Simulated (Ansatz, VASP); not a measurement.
**Na in VASP and in Ansatz**

POSCAR

```
Na
1.0
   -2.0888816270      2.0888816270      2.0888816270
    2.0888816270     -2.0888816270      2.0888816270
    2.0888816270      2.0888816270     -2.0888816270
Na
1
Direct
    0.0000000000      0.0000000000      0.0000000000
```

INCAR.step1

```
SYSTEM = Na
ALGO = Normal ; EDIFF = 1E-4
ENCUT = 520 ; GGA = PE
ISMEAR = -1 ; LASPH = .True.
LCHARG = .False. ; LREAL = .False.
LWAVE = .True. ; NBANDS = 10
NELM = 100 ; PREC = Accurate
SIGMA = 0.03
```

The input INCAR.step2:

```
SYSTEM = Na
ALGO = Normal ; EDIFF = 1E-8
ENCUT = 520 ; ISIF = 2
ISMEAR = -1 ; ISTART = 1
LASPH = .True. ; LCHARG = .False.
LEFG = .True. ; LMIXTAU = .True.
LREAL = .False. ; LWAVE = .False.
METAGGA = R2SCAN ; NBANDS = 10
NELM = 100 ; PREC = Accurate
SIGMA = 0.03
```

The input KPOINTS:

```
k-points
0
Gamma
  11 11 11
  0 0 0
```

Input for Ansatz:

```yaml
crystal:
  lattice:
    - [-2.088881627, 2.088881627, 2.088881627]
    - [2.088881627, -2.088881627, 2.088881627]
    - [2.088881627, 2.088881627, -2.088881627]
  atoms:
    - { symbol: Na, position: [0.0, 0.0, 0.0] }
kpoints:
  mp_grid: { grid: [11, 11, 11] }
scf:
  occupations: { method: fermi_dirac, width: 0.03 }
hamiltonian:
  xc: r2scan
  pseudopotentials: { kind: paw }
output:
  forces: true
  stress: true
  eigenvalues: true
  efg: { contact_densities: true }
```

Change from the starting cell: functional r2scan, volume scaled by 0.96, PAW files.

Alike in both runs: task electric field gradients; functional r2SCAN; k mesh 11 × 11 × 11; occupations fermi-dirac, width 0.03 eV; no spin polarisation.

|  | VASP | Ansatz |
| --- | --- | --- |
| version | VASP 6.6.1 | Ansatz 0.2.0 |
| potentials or method | VASP PAW PBE potentials, release 64 (Na_pv) | PAW with Ansatz's default frozen-core files, scalar-relativistic |
| plane-wave cutoff (eV) | 520 | 500 |
| valence electrons in the cell | 7 | 9 |

```tsv
	VASP	Ansatz	Ansatz less VASP
pressure (GPa)	0.3	0.3	-0.09
Vzz of the field gradient on the site that differs most (V/Å²)	0.0	0.0	+0.01
```

The two sets of potentials don't hold the same shells in valence.

Caveats: the PAW data sets were made with another functional, which shifts forces and pressure a little (VASP).
